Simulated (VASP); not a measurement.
# Re (P6_3/mmc) in VASP: notebook

One crystal, Re, is run at these levels: LDA; tasks: relaxation of cell and atoms.

All numbers are computed with VASP 6.6.1; they aren't measurements. Logs are shortened: lines on timing, memory, paths and dates and some standing lists are left out, and cuts for length are marked.

## (1) Starting point

It takes space group P6_3/mmc (No. 194, hexagonal). The conventional cell has a = 2.761 Å, b = 2.761 Å, c = 4.458 Å, α = 90.00°, β = 90.00°, γ = 120.00°. Around Re (site symmetry -6m2) lie 12 Re at 2.74 to 2.76 Å.

## (2) Relaxation of cell and atoms, LDA

INCAR reads:

```
ALGO = Normal ; EDIFF = 1E-6
EDIFFG = -0.01 ; ENCUT = 600
IBRION = 2 ; ISIF = 3
ISMEAR = 1 ; LASPH = True
LCHARG = False ; LREAL = False
LWAVE = False ; NELM = 80
NSW = 90 ; PREC = Accurate
SIGMA = 0.1
```

KPOINTS reads:

```
k-points
0
Gamma
  15 15 8
```

POSCAR reads:

```
Re
1.0
    2.7608000000      0.0000000000      0.0000000000
   -1.3804000000      2.3909229348      0.0000000000
    0.0000000000      0.0000000000      4.4582000000
Re
2
Direct
    0.3333333333      0.6666666667      0.2500000000
    0.6666666667      0.3333333333      0.7500000000
```

Potentials or basis: VASP PAW LDA potentials, release 64 (Re).

Launch:

```
$ cat potpaw_LDA.64/Re/POTCAR > POTCAR
$ mpirun -np 1 vasp_std > vasp.out
```

OUTCAR:

```text
EDIFF = 1E-6
   EDIFFG = -0.01
   ENCUT = 600
   IBRION = 2
   ISIF = 3
   ISMEAR = 1
   LASPH = True
   LREAL = False
   NELM = 80
   NSW = 90
   PREC = Accurate

 ion  position               nearest neighbor table
   1  0.333  0.667  0.250-   2 2.74   2 2.74   2 2.74   2 2.74   2 2.74   2 2.74
   2  0.667  0.333  0.750-   1 2.74   1 2.74   1 2.74   1 2.74   1 2.74   1 2.74

  LATTYP: Found a hexagonal cell.
 ALAT       =     2.7608000000
 C/A-ratio  =     1.6148217908

  Lattice vectors:

 A1 = (   2.7608000000,   0.0000000000,   0.0000000000)
 A2 = (  -1.3804000000,   2.3909229348,   0.0000000000)
 A3 = (   0.0000000000,   0.0000000000,   4.4582000000)

Analysis of symmetry for initial positions (statically):
=====================================================================
 Subroutine PRICEL returns:
 Original cell was already a primitive cell.

 Routine SETGRP: Setting up the symmetry group for a
 hexagonal supercell.

 Subroutine GETGRP returns: Found 24 space group operations
 (whereof 12 operations were pure point group operations)
 out of a pool of 24 trial point group operations.

The static configuration has the point symmetry D_3d.
 The point group associated with its full space group is D_6h.

Analysis of symmetry for dynamics (positions and initial velocities):
=====================================================================
 Subroutine PRICEL returns:
 Original cell was already a primitive cell.

 Routine SETGRP: Setting up the symmetry group for a
 hexagonal supercell.

 Subroutine GETGRP returns: Found 24 space group operations
 (whereof 12 operations were pure point group operations)
 out of a pool of 24 trial point group operations.

The dynamic configuration has the point symmetry D_3d.
 The point group associated with its full space group is D_6h.

 Subroutine INISYM returns: Found 24 space group operations
 (whereof 12 operations are pure point group operations),
 and found     1 'primitive' translations

----------------------------------------------------------------------------------------

                                     Primitive cell

  volume of cell :      29.4280

  direct lattice vectors                    reciprocal lattice vectors
     2.760800000  0.000000000  0.000000000     0.362213851  0.209124264  0.000000000
    -1.380400000  2.390922935  0.000000000     0.000000000  0.418248529  0.000000000
     0.000000000  0.000000000  4.458200000     0.000000000  0.000000000  0.224305774

  length of vectors
     2.760800000  2.760800000  4.458200000     0.418248529  0.418248529  0.224305774

  position of ions in fractional coordinates (direct lattice)
     0.333333333  0.666666667  0.250000000
     0.666666667  0.333333333  0.750000000

  ion indices of the primitive-cell ions
   primitive index   ion index
                 1           1
                 2           2

----------------------------------------------------------------------------------------

 KPOINTS: k-points

Automatic generation of k-mesh.
 Grid dimensions read from file:
 generate k-points for:   15   15    8

 Generating k-lattice:

  Cartesian coordinates                     Fractional coordinates (reciprocal lattice)
     0.024147590  0.013941618  0.000000000     0.066666667 -0.000000000  0.000000000
     0.000000000  0.027883235  0.000000000     0.000000000  0.066666667  0.000000000
     0.000000000  0.000000000  0.028038222     0.000000000  0.000000000  0.125000000

  Length of vectors
     0.027883235  0.027883235  0.028038222

  Shift w.r.t. Gamma in fractional coordinates (k-lattice)
     0.000000000  0.000000000  0.000000000

 Subroutine IBZKPT returns following result:
 ===========================================

 Found    135 irreducible k-points:

 Following reciprocal coordinates:
            Coordinates               Weight
  0.000000  0.000000  0.000000      1.000000
  0.066667 -0.000000  0.000000      6.000000
  0.133333 -0.000000  0.000000      6.000000
  0.200000 -0.000000  0.000000      6.000000
  0.266667 -0.000000  0.000000      6.000000
  0.333333 -0.000000  0.000000      6.000000
[... 16 lines left out ...]
  0.333333  0.200000  0.000000     12.000000
  0.400000  0.200000  0.000000      6.000000
 [... further k-points ...]
   k-points           NKPTS =    135   k-points in BZ     NKDIM =    135   number of bands    NBANDS=     11
   number of dos      NEDOS =    301   number of ions     NIONS =      2
   total plane-waves  NPLWV =  20736
   dimension x,y,z NGX =    24 NGY =   24 NGZ =   36
   dimension x,y,z NGXF=    48 NGYF=   48 NGZF=   72
   ions per type =               2
   NGX,Y,Z   is equivalent  to a cutoff of  14.45, 14.45, 13.42 a.u.
   NGXF,Y,Z  is equivalent  to a cutoff of  28.90, 28.90, 26.85 a.u.
 SYSTEM =  unknown system
   PREC   = accura    normal or accurate (medium, high low for compatibility)
   ISTART =      0    job   : 0-new  1-cont  2-samecut
   ICHARG =      2    charge: 1-file 2-atom 10-const
   ISPIN  =      1    spin polarized calculation?
   LNONCOLLINEAR =      F non collinear calculations
   LSORBIT =      F    spin-orbit coupling
   LASPH  =      T    aspherical Exc in radial PAW
   ENCUT  =  600.0 eV  44.10 Ry    6.64 a.u.   5.51  5.51  8.90*2*pi/ulx,y,z
   NELM   =     80;   NELMIN=  2; NELMDL= -5     # of ELM steps
   EDIFF  = 0.1E-05   stopping-criterion for ELM
   LREAL  =      F    real-space projection
   EDIFFG = -.1E-01   stopping-criterion for IOM
   NSW    =     90    number of steps for IOM
   IBRION =      2    ionic relax: 0-MD 1-quasi-New 2-CG
   NFREE  =      1    steps in history (QN), initial steepest desc. (CG)
   ISIF   =      3    stress and relaxation
   ISYM   =      2    0-nonsym 1-usesym 2-fastsym
   POTIM  = 0.5000    time-step for ionic-motion
   TEBEG  =    0.0;   TEEND  =   0.0 temperature during run
   PSTRESS=    0.0 pullay stress
   NELECT =      14.0000    total number of electrons
   NUPDOWN=      -1.0000    fix difference up-down
   EMIN   =  10.00;   EMAX   =-10.00  energy-range for DOS
   EFERMI =   0.00;   METHOD = LEGACY
   ISMEAR =     1;   SIGMA  =   0.10  broadening in eV -4-tet -1-fermi 0-gaus
   EFERMI_NEDOS =   21; number of points for ismear=-14 and -15
   IALGO  =     38    algorithm
   IMIX   =      4    mixing-type and parameters
     AMIX     =   0.40;   BMIX     =  1.00
     AMIX_MAG =   1.60;   BMIX_MAG =  1.00
  volume/ion in A,a.u.               =      14.71        99.29
  Fermi-wavevector in a.u.,A,eV,Ry     =   1.278000  2.415070 22.222174  1.633284
  Thomas-Fermi vector in A             =   2.410568
   LORBIT       =      0    0 simple, 1 ext, 2 COOP (PROOUT), +10 PAW based schemes
   GGA     = CA    functional components
   LHFCALC =     F    Hartree Fock is set to
   AEXX    =    0.0000 exact exchange contribution
   IVDW    =     0    specifies the selected vdW correction
   LEPSILON=     F    determine dielectric tensor
   LRPA    =     F    only Hartree local field effects (RPA)
 conjugate gradient relaxation of ions
 non-spin polarized calculation
 Methfessel and Paxton  Order N= 1 SIGMA  =   0.10
  energy-cutoff  :      600.00
  volume of cell :       29.43
 maximum number of plane-waves:      1014
 NGX is ok and might be reduce to    24
   NGX = 11   NGY = 11   NGZ = 17

--------------------------------------- Ionic step        1  -------------------------------------------

 number of electron      14.0000000 magnetization

 Free energy of the ion-electron system (eV)
  ---------------------------------------------------
  ext. energy  EPLUGINS =         0.00000000
  ---------------------------------------------------
  free energy    TOTEN  =       -27.51323058 eV

  energy without entropy =      -27.51380000  energy(sigma->0) =      -27.51342039

------------------------ aborting loop because EDIFF is reached ----------------------------------------

  FORCE on cell =-STRESS in cart. coord.  units (eV):
  Direction    XX          YY          ZZ          XY          YZ          ZX
  --------------------------------------------------------------------------------------
  -------------------------------------------------------------------------------------
  Total       -1.6566935     -1.6566935     -1.4585040      0.0000000     -0.0000000      0.0000000
  in kB      -90.1971216    -90.1971216    -79.4068791      0.0000000     -0.0000000      0.0000000
  external PRESSURE =     -86.6003741 kB  Pullay stress =       0.0000000 kB
[... 201 lines left out ...]
  energy  without entropy=      -27.5311272602  energy(sigma->0) =      -27.53099692

--------------------------------------- Ionic step        7  -------------------------------------------

 number of electron      14.0000000 magnetization

 Free energy of the ion-electron system (eV)
  ---------------------------------------------------
  ext. energy  EPLUGINS =         0.00000000
  ---------------------------------------------------
  free energy    TOTEN  =       -27.53098167 eV

  energy without entropy =      -27.53119967  energy(sigma->0) =      -27.53105434

 E-fermi :   8.0976     XC(G=0): -13.9629

 val. band max:        8.0878724805   @ k =   0.3333   0.3333   0.0000
 cond. band min:       8.0993800746   @ k =   0.1333  -0.0000   0.0000
 fundamental gap:      0.0115075940
 Fermi energy:         8.0976217155

 k-point     1 :       0.0000    0.0000    0.0000
  band No.  band energies     occupation
      1      -1.8148      2.00000
      2       1.3535      2.00000
      3       6.4362      2.00000
      4       6.4690      2.00000
      5       6.4690      2.00000
      6       7.3280      2.00000
      7       7.3280      2.00000
      8       8.3093     -0.01075
      9       8.3093     -0.01075
     10       8.8970     -0.00000
     11      11.5760      0.00000
[... 309 lines left out ...]
 k-point    24 :       0.4000    0.2000    0.0000
  band No.  band energies     occupation
      1       2.7623      2.00000
      2       3.2134      2.00000
      3       3.2607      2.00000
      4       5.4262      2.00000
      5       5.7911      2.00000
      6       6.3981      2.00000
      7       7.7761      2.00005
      8      11.1784      0.00000
      9      11.9229      0.00000
     10      11.9400      0.00000
     11      14.9870      0.00000

 [... further k-points ...]

------------------------ aborting loop because EDIFF is reached ----------------------------------------

  FORCE on cell =-STRESS in cart. coord.  units (eV):
  Direction    XX          YY          ZZ          XY          YZ          ZX
  --------------------------------------------------------------------------------------
  -------------------------------------------------------------------------------------
  Total        0.0182783      0.0182783      0.0191906      0.0000000     -0.0000000     -0.0000000
  in kB        1.0174738      1.0174738      1.0682603      0.0000000     -0.0000000     -0.0000000
  external PRESSURE =       1.0344026 kB  Pullay stress =       0.0000000 kB
[... 17 lines left out ...]
  FREE ENERGIE OF THE ION-ELECTRON SYSTEM (eV)
  ---------------------------------------------------
  free  energy   TOTEN  =       -27.5309816736 eV

  energy  without entropy=      -27.5311996656  energy(sigma->0) =      -27.53105434

 reached required accuracy - stopping structural energy minimisation
```

Wall time 2 min (1 thread of Intel Xeon Platinum 8375C at 2.90GHz (Ice Lake), shared host); peak memory 0.18 GiB.

What came out:

```yaml
Free_energy: -27.5310 eV
Relaxed_volume: 14.39 Å³/atom
Relaxed_cell: a = 2.738 Å, b = 2.738 Å, c = 4.432 Å, α = 90.00°, β = 90.00°, γ = 120.00°
Space_group_after_relaxing_to_0.05_Å: P6_3/mmc (No. 194)
Energy_gained_by_relaxing: 8.9 meV/atom
Ionic_steps: 7
Pressure_after_relaxing: 0.1 GPa
Band_gap_on_the_k_mesh: none (metal or under the smearing width)
```

The path:
```csv
step,energy change (eV),largest force (eV/Å),pressure (GPa),volume (Å³)
1,0.0000,0.0000,-8.66,29.43
2,0.3483,0.0000,48.61,26.17
3,-0.0176,0.0000,-0.38,28.82
4,-0.0177,0.0000,-0.07,28.79
5,-0.0177,0.0000,0.12,28.78
6,-0.0177,0.0000,0.10,28.78
7,-0.0178,0.0000,0.10,28.78
```

Final structure:
```cif
data_structure
_symmetry_space_group_name_H-M 'P 1'
_symmetry_Int_Tables_number 1
_cell_length_a 2.7383
_cell_length_b 2.7383
_cell_length_c 4.4324
_cell_angle_alpha 90.000
_cell_angle_beta 90.000
_cell_angle_gamma 120.000
_cell_volume 28.78
loop_
_atom_site_label
_atom_site_type_symbol
_atom_site_fract_x
_atom_site_fract_y
_atom_site_fract_z
_atom_site_occupancy
Re1 Re 0.33333 0.66667 0.25000 1
Re2 Re 0.66667 0.33333 0.75000 1
```

The run has no spin-orbit coupling, so splittings on Re are missing. LDA usually gives volumes a few per cent too small.

## (3) Relaxation of cell and atoms, LDA

This run uses another cell than the first one, of 14.39 Å³/atom, 0.978 times its volume.

INCAR: that of step 2 with these lines changed.

```diff
@@ -1,3 +1,3 @@
-ALGO = Normal ; EDIFF = 1E-6
-EDIFFG = -0.01 ; ENCUT = 600
+ALGO = Normal ; EDIFF = 1E-7
+EDIFFG = -0.005 ; ENCUT = 600
 IBRION = 2 ; ISIF = 3
```

KPOINTS is that of step 2.

POSCAR reads:

```
Re                                      
1.0
    2.7382843115     -0.0000000000      0.0000000000
   -1.3691421558      2.3714237766     -0.0000000000
    0.0000000000     -0.0000000000      4.4323547668
  Re            
     2
Direct
     0.3333333332999970    0.6666666667000030    0.2500000000000000
     0.6666666667000030    0.3333333332999970    0.7500000000000000
```

Potentials or basis: VASP PAW LDA potentials, release 64 (Re).

Launch:

```
$ cat potpaw_LDA.64/Re/POTCAR > POTCAR
$ mpirun -np 1 vasp_std > vasp.out
```

It took 69 s on 1 thread of Intel Xeon Platinum 8375C at 2.90GHz (Ice Lake), shared host; peak memory 0.18 GiB.

The run converged. Its results:

| Item | Value |
| --- | --- |
| Free energy | -27.5308 eV |
| Relaxed volume | 14.39 Å³/atom |
| Relaxed cell | a = 2.738 Å, b = 2.738 Å, c = 4.433 Å, α = 90.00°, β = 90.00°, γ = 120.00° |
| Space group after relaxing (to 0.05 Å) | P6_3/mmc (No. 194) |
| Energy gained by relaxing | 0.0 meV/atom |
| Ionic steps | 3 |
| Pressure after relaxing | 0.0 GPa |
| Band gap on the k mesh | none (metal or under the smearing width) |

Final structure:
```cif
data_structure
_symmetry_space_group_name_H-M 'P 1'
_symmetry_Int_Tables_number 1
_cell_length_a 2.7385
_cell_length_b 2.7385
_cell_length_c 4.4327
_cell_angle_alpha 90.000
_cell_angle_beta 90.000
_cell_angle_gamma 120.000
_cell_volume 28.79
loop_
_atom_site_label
_atom_site_type_symbol
_atom_site_fract_x
_atom_site_fract_y
_atom_site_fract_z
_atom_site_occupancy
Re1 Re 0.33333 0.66667 0.25000 1
Re2 Re 0.66667 0.33333 0.75000 1
```

Levels at points of the mesh, in eV from the Fermi level:
| k point | band 5 | band 6 | band 7 | band 8 | band 9 | band 10 |
| --- | --- | --- | --- | --- | --- | --- |
| (0.00, 0.00, 0.00) | -1.63 | -0.77 | -0.77 | 0.21 | 0.21 | 0.80 |
| (0.00, 0.00, 0.50) | -1.76 | -1.76 | -1.76 | -1.76 | 2.64 | 2.64 |

The run has no spin-orbit coupling, so splittings on Re are missing.
